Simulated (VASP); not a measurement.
# BN (P2_1) in VASP: a series of runs

Runs on BN. Level: PBE. Tasks: single point.

Everything below comes from runs of VASP 6.6.1. Logs are shortened: lines on timing, memory, paths and dates and some standing lists are left out, and cuts for length are marked.

### 1 The cell of the first run

Symmetry: P2_1, No. 4, monoclinic system. The conventional cell has a = 2.465 Å, b = 4.520 Å, c = 2.465 Å, α = 90.00°, β = 120.00°, γ = 90.00°. B (site symmetry 1) is surrounded by 4 N at 1.53 to 1.70 Å. Around N (site symmetry 1) lie 4 B at 1.53 to 1.70 Å.

The cell comes from a database or a generator and needn't be the stable form of this composition.

### 2 Single point, PBE (mode 4 frozen in at -0.050 Å, strain +e along z and -e/2 along x and y +0.0700)

Input file INCAR:

```
SYSTEM = BN
PREC = Accurate
ENCUT = 520
EDIFF = 1E-6
ISMEAR = 0
SIGMA = 0.05
LREAL = .FALSE.
LASPH = .TRUE.
NELM = 100
ALGO = Normal
ISIF = 2
LWAVE = .FALSE.
LCHARG = .FALSE.
GGA = PE
NBANDS = 16
```

Input file KPOINTS:

```
Automatic mesh
0
G
  12 12 6
  0 0 0
```

Input file POSCAR:

```
BN
1.0
    2.4652096632      0.0000000000      0.0000000000
   -1.2326048316      2.1349341940      0.0000000000
    0.0000000000      0.0000000000      4.5202679222
B N
2 2
Direct
    0.6483833494      0.3333333333      0.9998064453
    0.3516166506      0.6666666667      0.4998064453
    0.6862390384      0.3333333333      0.6251935547
    0.3137609616      0.6666666667      0.1251935547
```

Potentials or basis: VASP PAW PBE potentials, release 64 (B, N).

Started as:

```
> cat potpaw_PBE.64/B/POTCAR potpaw_PBE.64/N/POTCAR > POTCAR
> mpirun -np 1 vasp_std > vasp.out
```

OUTCAR:

```text
SYSTEM = BN
   PREC = Accurate
   ENCUT = 520
   EDIFF = 1E-6
   ISMEAR = 0
   LREAL = .FALSE.
   LASPH = .TRUE.
   NELM = 100
   ISIF = 2
   GGA = PE

 ion  position               nearest neighbor table
   1  0.648  0.333  1.000-   4 1.53   4 1.53   4 1.53   3 1.70
   2  0.352  0.667  0.500-   3 1.53   3 1.53   3 1.53   4 1.70
   3  0.686  0.333  0.625-   2 1.53   2 1.53   2 1.53   1 1.70
   4  0.314  0.667  0.125-   1 1.53   1 1.53   1 1.53   2 1.70

  LATTYP: Found a hexagonal cell.
 ALAT       =     2.4652096632
 C/A-ratio  =     1.8336241293

  Lattice vectors:

 A1 = (   2.4652096632,   0.0000000000,   0.0000000000)
 A2 = (  -1.2326048316,   2.1349341940,   0.0000000000)
 A3 = (   0.0000000000,   0.0000000000,   4.5202679222)

Analysis of symmetry for initial positions (statically):
=====================================================================
 Subroutine PRICEL returns:
 Original cell was already a primitive cell.

 Routine SETGRP: Setting up the symmetry group for a
 hexagonal supercell.

 Subroutine GETGRP returns: Found  2 space group operations
 (whereof  1 operations were pure point group operations)
 out of a pool of 24 trial point group operations.

The static configuration has the point symmetry C_1 .
 The point group associated with its full space group is C_2 .

Analysis of symmetry for dynamics (positions and initial velocities):
=====================================================================
 Subroutine PRICEL returns:
 Original cell was already a primitive cell.

 Routine SETGRP: Setting up the symmetry group for a
 hexagonal supercell.

 Subroutine GETGRP returns: Found  2 space group operations
 (whereof  1 operations were pure point group operations)
 out of a pool of 24 trial point group operations.

The dynamic configuration has the point symmetry C_1 .
 The point group associated with its full space group is C_2 .

 Subroutine INISYM returns: Found  2 space group operations
 (whereof  1 operations are pure point group operations),
 and found     1 'primitive' translations

----------------------------------------------------------------------------------------

                                     Primitive cell

  volume of cell :      23.7904

  direct lattice vectors                    reciprocal lattice vectors
     2.465209663  0.000000000  0.000000000     0.405645011  0.234199256  0.000000000
    -1.232604832  2.134934194  0.000000000     0.000000000  0.468398512  0.000000000
     0.000000000  0.000000000  4.520267922     0.000000000  0.000000000  0.221225825

  length of vectors
     2.465209663  2.465209663  4.520267922     0.468398512  0.468398512  0.221225825

  position of ions in fractional coordinates (direct lattice)
     0.648383349  0.333333333  0.999806445
     0.351616651  0.666666667  0.499806445
     0.686239038  0.333333333  0.625193555
     0.313760962  0.666666667  0.125193555

  ion indices of the primitive-cell ions
   primitive index   ion index
                 1           1
                 2           2
                 3           3
                 4           4

----------------------------------------------------------------------------------------

 KPOINTS: Automatic mesh

Automatic generation of k-mesh.
 Grid dimensions read from file:
 generate k-points for:   12   12    6

 Generating k-lattice:

  Cartesian coordinates                     Fractional coordinates (reciprocal lattice)
     0.033803751  0.019516605  0.000000000     0.083333333 -0.000000000  0.000000000
     0.000000000  0.039033209  0.000000000     0.000000000  0.083333333  0.000000000
     0.000000000  0.000000000  0.036870971     0.000000000  0.000000000  0.166666667

  Length of vectors
     0.039033209  0.039033209  0.036870971

  Shift w.r.t. Gamma in fractional coordinates (k-lattice)
     0.000000000  0.000000000  0.000000000

 Subroutine IBZKPT returns following result:
 ===========================================

 Found    296 irreducible k-points:

 Following reciprocal coordinates:
            Coordinates               Weight
  0.000000  0.000000  0.000000      1.000000
  0.083333  0.000000  0.000000      2.000000
  0.000000  0.083333  0.000000      2.000000
 -0.083333  0.083333  0.000000      2.000000
  0.166667  0.000000  0.000000      2.000000
  0.000000  0.166667  0.000000      2.000000
[... 16 lines left out ...]
  0.166667  0.083333  0.000000      2.000000
 -0.083333  0.250000  0.000000      2.000000
 [... further k-points ...]
   k-points           NKPTS =    296   k-points in BZ     NKDIM =    296   number of bands    NBANDS=     16
   number of dos      NEDOS =    301   number of ions     NIONS =      4
   total plane-waves  NPLWV =  11664
   dimension x,y,z NGX =    18 NGY =   18 NGZ =   36
   dimension x,y,z NGXF=    36 NGYF=   36 NGZF=   72
   ions per type =               2   2
   NGX,Y,Z   is equivalent  to a cutoff of  12.14, 12.14, 13.24 a.u.
   NGXF,Y,Z  is equivalent  to a cutoff of  24.28, 24.28, 26.48 a.u.
 SYSTEM =  BN
   PREC   = accura    normal or accurate (medium, high low for compatibility)
   ISTART =      0    job   : 0-new  1-cont  2-samecut
   ICHARG =      2    charge: 1-file 2-atom 10-const
   ISPIN  =      1    spin polarized calculation?
   LNONCOLLINEAR =      F non collinear calculations
   LSORBIT =      F    spin-orbit coupling
   LASPH  =      T    aspherical Exc in radial PAW
   ENCUT  =  520.0 eV  38.22 Ry    6.18 a.u.   4.58  4.58  8.40*2*pi/ulx,y,z
   NELM   =    100;   NELMIN=  2; NELMDL= -5     # of ELM steps
   EDIFF  = 0.1E-05   stopping-criterion for ELM
   LREAL  =      F    real-space projection
   EDIFFG = 0.1E-04   stopping-criterion for IOM
   NSW    =      0    number of steps for IOM
   IBRION =     -1    ionic relax: 0-MD 1-quasi-New 2-CG
   NFREE  =      0    steps in history (QN), initial steepest desc. (CG)
   ISIF   =      2    stress and relaxation
   ISYM   =      2    0-nonsym 1-usesym 2-fastsym
   POTIM  = 0.5000    time-step for ionic-motion
   TEBEG  =    0.0;   TEEND  =   0.0 temperature during run
   PSTRESS=    0.0 pullay stress
   NELECT =      16.0000    total number of electrons
   NUPDOWN=      -1.0000    fix difference up-down
   EMIN   =  10.00;   EMAX   =-10.00  energy-range for DOS
   EFERMI =   0.00;   METHOD = LEGACY
   ISMEAR =     0;   SIGMA  =   0.05  broadening in eV -4-tet -1-fermi 0-gaus
   EFERMI_NEDOS =   21; number of points for ismear=-14 and -15
   IALGO  =     38    algorithm
   IMIX   =      4    mixing-type and parameters
     AMIX     =   0.40;   BMIX     =  1.00
     AMIX_MAG =   1.60;   BMIX_MAG =  1.00
  volume/ion in A,a.u.               =       5.95        40.14
  Fermi-wavevector in a.u.,A,eV,Ry     =   1.434324  2.710480 27.991073  2.057286
  Thomas-Fermi vector in A             =   2.553745
   LORBIT       =      0    0 simple, 1 ext, 2 COOP (PROOUT), +10 PAW based schemes
   GGA     = PE    functional components
   LHFCALC =     F    Hartree Fock is set to
   AEXX    =    0.0000 exact exchange contribution
   IVDW    =     0    specifies the selected vdW correction
   LEPSILON=     F    determine dielectric tensor
   LRPA    =     F    only Hartree local field effects (RPA)
 non-spin polarized calculation
 Gauss-broadening in eV      SIGMA  =   0.05
  energy-cutoff  :      520.00
  volume of cell :       23.79
 maximum number of plane-waves:       660
   NGX =  9   NGY =  9   NGZ = 17

 number of electron      16.0000002 magnetization

 Free energy of the ion-electron system (eV)
  ---------------------------------------------------
  ext. energy  EPLUGINS =         0.00000000
  ---------------------------------------------------
  free energy    TOTEN  =       -34.30352509 eV

  energy without entropy =      -34.30352509  energy(sigma->0) =      -34.30352509

 E-fermi :   7.9148     XC(G=0): -12.7844

 val. band max:        7.6639561414   @ k =   0.0000   0.0000   0.0000
 cond. band min:      12.3996735095   @ k =   0.3333   0.3333   0.0000
 fundamental gap:      4.7357173681
 Fermi energy:         7.9147701754

 k-point     1 :       0.0000    0.0000    0.0000
  band No.  band energies     occupation
      1     -12.8954      2.00000
      2      -9.6572      2.00000
      3      -3.5341      2.00000
      4       6.1671      2.00000
      5       6.2694      2.00000
      6       6.7432      2.00000
[... 8 lines left out ...]
     15      19.9510      0.00000
     16      22.1336      0.00000

 k-point     2 :       0.0833    0.0000    0.0000
  band No.  band energies     occupation
      1     -12.7327      2.00000
      2      -9.5211      2.00000
      3      -3.3675      2.00000
      4       5.4467      2.00000
      5       5.9519      2.00000
      6       6.6164      2.00000
[... 8 lines left out ...]
     15      20.4939      0.00000
     16      21.9815      0.00000

 k-point     3 :       0.0000    0.0833    0.0000
  band No.  band energies     occupation
      1     -12.7330      2.00000
      2      -9.5205      2.00000
      3      -3.3678      2.00000
      4       5.4753      2.00000
      5       5.9259      2.00000
      6       6.6332      2.00000
[... 8 lines left out ...]
     15      20.4469      0.00000
     16      21.9691      0.00000

 k-point     4 :      -0.0833    0.0833    0.0000
  band No.  band energies     occupation
      1     -12.7332      2.00000
      2      -9.5197      2.00000
      3      -3.3682      2.00000
      4       5.5167      2.00000
      5       5.8796      2.00000
      6       6.6517      2.00000
[... 8 lines left out ...]
     15      20.3138      0.00000
     16      21.9384      0.00000

 k-point     5 :       0.1667    0.0000    0.0000
  band No.  band energies     occupation
      1     -12.2495      2.00000
      2      -9.1250      2.00000
      3      -2.8738      2.00000
      4       3.6734      2.00000
      5       5.2273      2.00000
      6       5.4058      2.00000
[... 8 lines left out ...]
     15      21.3189      0.00000
     16      22.0676      0.00000

 k-point     6 :       0.0000    0.1667    0.0000
  band No.  band energies     occupation
      1     -12.2507      2.00000
      2      -9.1224      2.00000
      3      -2.8753      2.00000
      4       3.6919      2.00000
      5       5.2110      2.00000
      6       5.4152      2.00000
[... 8 lines left out ...]
     15      21.5128      0.00000
     16      21.9243      0.00000
[... 267 lines left out ...]
 k-point    21 :      -0.0833    0.1667    0.0000
  band No.  band energies     occupation
      1     -12.4114      2.00000
      2      -9.2506      2.00000
      3      -3.0393      2.00000
      4       4.4170      2.00000
      5       5.0964      2.00000
      6       6.0535      2.00000
[... 8 lines left out ...]
     15      21.2803      0.00000
     16      21.7803      0.00000

 k-point    22 :      -0.1667    0.0833    0.0000
  band No.  band energies     occupation
      1     -12.4106      2.00000
      2      -9.2524      2.00000
      3      -3.0383      2.00000
      4       4.3694      2.00000
      5       5.1528      2.00000
      6       6.0351      2.00000
[... 8 lines left out ...]
     15      21.4453      0.00000
     16      21.7631      0.00000

 k-point    23 :       0.1667    0.0833    0.0000
  band No.  band energies     occupation
      1     -11.7738      2.00000
      2      -8.7503      2.00000
      3      -2.3894      2.00000
      4       2.5348      2.00000
      5       3.9560      2.00000
      6       4.7370      2.00000
[... 8 lines left out ...]
     15      21.4528      0.00000
     16      23.1444      0.00000

 k-point    24 :      -0.0833    0.2500    0.0000
  band No.  band energies     occupation
      1     -11.7782      2.00000
      2      -8.7401      2.00000
      3      -2.3945      2.00000
      4       2.5894      2.00000
      5       3.8223      2.00000
      6       4.8268      2.00000
[... 8 lines left out ...]
     15      22.0387      0.00000
     16      22.7711      0.00000

 [... further k-points ...]

------------------------ aborting loop because EDIFF is reached ----------------------------------------

  FORCE on cell =-STRESS in cart. coord.  units (eV):
  Direction    XX          YY          ZZ          XY          YZ          ZX
  --------------------------------------------------------------------------------------
  -------------------------------------------------------------------------------------
  Total        5.4911522      5.5811994     -8.2182856      0.1935825      0.0000000      0.0000000
  in kB      369.8039371    375.8682062   -553.4638742     13.0368969      0.0000000      0.0000000
  external PRESSURE =      64.0694231 kB  Pullay stress =       0.0000000 kB

 VOLUME and BASIS-vectors are now :
 -----------------------------------------------------------------------------
  energy-cutoff  :      520.00
  volume of cell :       23.79
      direct lattice vectors                 reciprocal lattice vectors
     2.465209663  0.000000000  0.000000000     0.405645011  0.234199256  0.000000000
    -1.232604832  2.134934194  0.000000000     0.000000000  0.468398512  0.000000000
     0.000000000  0.000000000  4.520267922     0.000000000  0.000000000  0.221225825

 POSITION                                       TOTAL-FORCE (eV/Angst)
 -----------------------------------------------------------------------------------
      1.18753      0.71164      4.51939         0.359296     -0.007356      0.383150
      0.04507      1.42329      2.25926        -0.359296      0.007356      0.383150
      1.28085      0.71164      2.82604        -0.530842     -0.009672     -0.383150
     -0.04825      1.42329      0.56591         0.530842      0.009672     -0.383150
 -----------------------------------------------------------------------------------
    total drift:                                0.000000     -0.000000      0.000528

  FREE ENERGIE OF THE ION-ELECTRON SYSTEM (eV)
  ---------------------------------------------------
  free  energy   TOTEN  =       -34.3035250871 eV

  energy  without entropy=      -34.3035250871  energy(sigma->0) =      -34.30352509
```

It took 49 s on 1 thread of Intel Xeon Platinum 8488C (Sapphire Rapids), shared host; peak memory 0.19 GiB.

What came out:

- Free energy: -34.3035 eV
- Pressure: 6.4 GPa
- Largest force: 0.655 eV/Å
- Band gap on the k mesh: 4.74 eV, indirect (least direct gap 5.17 eV)

Forces in eV/Å, atoms in the order of the input:
```
B    0.359 -0.007  0.383
B   -0.359  0.007  0.383
N   -0.531 -0.010 -0.383
N    0.531  0.010 -0.383
```

A k mesh can miss the band edges.

### 3 Single point, PBE (mode 4 frozen in at +0.000 Å, strain +e along z and -e/2 along x and y -0.0233)

Input file INCAR:

```
  PREC = Accurate
  ENCUT = 520
  EDIFF = 1E-7
  ISMEAR = 0
  SIGMA = 0.05
  LREAL = False
  LASPH = True
  NELM = 100
  ALGO = Normal
  ISIF = 2
  LWAVE = False
  LCHARG = False
  GGA = PE
  NBANDS = 16
```

Input file KPOINTS:

```
regular mesh
0
Gamma
  12 12 6
```

Input file POSCAR:

```
BN
1.0
    2.5843827521      0.0000000000      0.0000000000
   -1.2921913761      2.2381411164      0.0000000000
    0.0000000000      0.0000000000      4.1261174576
B N
2 2
Direct
    0.6666666667      0.3333333333      0.9998064453
    0.3333333333      0.6666666667      0.4998064453
    0.6666666667      0.3333333333      0.6251935547
    0.3333333333      0.6666666667      0.1251935547
```

Potentials or basis: VASP PAW PBE potentials, release 64 (B, N).

Started as:

```
> cat potpaw_PBE.64/B/POTCAR potpaw_PBE.64/N/POTCAR > POTCAR
> mpirun -np 1 vasp_std > vasp.out
```

OUTCAR:

```text
PREC = Accurate
   ENCUT = 520
   EDIFF = 1E-7
   ISMEAR = 0
   LREAL = False
   LASPH = True
   NELM = 100
   ISIF = 2
   GGA = PE

 ion  position               nearest neighbor table
   1  0.667  0.333  1.000-   3 1.55   4 1.58   4 1.58   4 1.58
   2  0.333  0.667  0.500-   4 1.55   3 1.58   3 1.58   3 1.58
   3  0.667  0.333  0.625-   1 1.55   2 1.58   2 1.58   2 1.58
   4  0.333  0.667  0.125-   2 1.55   1 1.58   1 1.58   1 1.58

  LATTYP: Found a hexagonal cell.
[... 658 lines left out ...]
  FORCE on cell =-STRESS in cart. coord.  units (eV):
  Direction    XX          YY          ZZ          XY          YZ          ZX
  --------------------------------------------------------------------------------------
  -------------------------------------------------------------------------------------
  Total       -1.5345020     -1.5345020      3.5623086      0.0000000      0.0000000      0.0000000
  in kB     -103.0130276   -103.0130276    239.1422071      0.0000000      0.0000000      0.0000000
  external PRESSURE =      11.0387173 kB  Pullay stress =       0.0000000 kB

 VOLUME and BASIS-vectors are now :
 -----------------------------------------------------------------------------
  energy-cutoff  :      520.00
  volume of cell :       23.87
      direct lattice vectors                 reciprocal lattice vectors
     2.584382752  0.000000000  0.000000000     0.386939589  0.223399676  0.000000000
    -1.292191376  2.238141116  0.000000000     0.000000000  0.446799352  0.000000000
     0.000000000  0.000000000  4.126117458     0.000000000  0.000000000  0.242358588

 POSITION                                       TOTAL-FORCE (eV/Angst)
 -----------------------------------------------------------------------------------
      1.29219      0.74605      4.12532         0.000000      0.000000      0.085188
     -0.00000      1.49209      2.06226        -0.000000      0.000000      0.085188
      1.29219      0.74605      2.57962        -0.000000      0.000000     -0.085188
     -0.00000      1.49209      0.51656         0.000000     -0.000000     -0.085188
 -----------------------------------------------------------------------------------
    total drift:                                0.000000      0.000000      0.000034

  FREE ENERGIE OF THE ION-ELECTRON SYSTEM (eV)
  ---------------------------------------------------
  free  energy   TOTEN  =       -34.7734110808 eV

  energy  without entropy=      -34.7734110808  energy(sigma->0) =      -34.77341108
```

OSZICAR:

```text
N       E                     dE             d eps       ncg     rms          rms(c)
DAV:   1     0.369002548066E+02    0.36900E+02   -0.82285E+03  2440   0.966E+02
DAV:   2    -0.344641921875E+02   -0.71364E+02   -0.66897E+02  3496   0.227E+02
DAV:   3    -0.366975879431E+02   -0.22334E+01   -0.22279E+01  2904   0.369E+01
DAV:   4    -0.367032237373E+02   -0.56358E-02   -0.56354E-02  2904   0.210E+00
DAV:   5    -0.367032391165E+02   -0.15379E-04   -0.15379E-04  2768   0.101E-01    0.944E+00
DAV:   6    -0.349326978769E+02    0.17705E+01   -0.22471E+00  3128   0.136E+01    0.447E+00
DAV:   7    -0.348012709992E+02    0.13143E+00   -0.32009E-01  3080   0.455E+00    0.274E+00
DAV:   8    -0.347743606227E+02    0.26910E-01   -0.53351E-02  2776   0.187E+00    0.260E-01
DAV:   9    -0.347731122269E+02    0.12484E-02   -0.19754E-03  2848   0.524E-01    0.133E-01
DAV:  10    -0.347734018302E+02   -0.28960E-03   -0.49060E-04  2840   0.174E-01    0.258E-02
DAV:  11    -0.347734106161E+02   -0.87859E-05   -0.35658E-05  3072   0.574E-02    0.162E-02
DAV:  12    -0.347734109876E+02   -0.37151E-06   -0.63182E-06  2936   0.248E-02    0.209E-03
DAV:  13    -0.347734110808E+02   -0.93200E-07   -0.21541E-07  2640   0.424E-03
   1 F= -.34773411E+02 E0= -.34773411E+02  d E =-.658008E-14
```

It took 14 s on 1 thread of Intel Xeon Platinum 8488C (Sapphire Rapids), shared host; peak memory 0.14 GiB.

Results:

```
Free energy            : -34.7734 eV
Pressure               : 1.1 GPa
Largest force          : 0.085 eV/Å
Band gap on the k mesh : 5.32 eV, indirect (least direct gap 7.97 eV)
```

Forces in eV/Å, atoms in the order of the input:
```
B    0.000  0.000  0.085
B    0.000  0.000  0.085
N    0.000  0.000 -0.085
N    0.000  0.000 -0.085
```

Stress tensor (GPa, compression positive):
```
-10.30   0.00   0.00
  0.00 -10.30   0.00
  0.00   0.00  23.91
```

Levels at points of the mesh, in eV from the valence-band top:
| k point | band 5 | band 6 | band 7 | band 8 | band 9 | band 10 | band 11 | band 12 |
| --- | --- | --- | --- | --- | --- | --- | --- | --- |
| (0.00, 0.00, 0.00) | -2.37 | -0.19 | 0.00 | 0.00 | 8.01 | 8.01 | 8.72 | 9.61 |
| (0.50, 0.00, 0.00) | -6.90 | -5.13 | -4.44 | -1.95 | 6.32 | 8.17 | 10.32 | 11.27 |
| (0.00, 0.00, 0.50) | -1.32 | -1.32 | -1.32 | -1.32 | 8.92 | 8.92 | 9.66 | 9.66 |
| (0.50, 0.00, 0.50) | -3.80 | -3.80 | -3.36 | -3.36 | 6.62 | 6.62 | 10.22 | 10.22 |

A k mesh can miss the band edges.
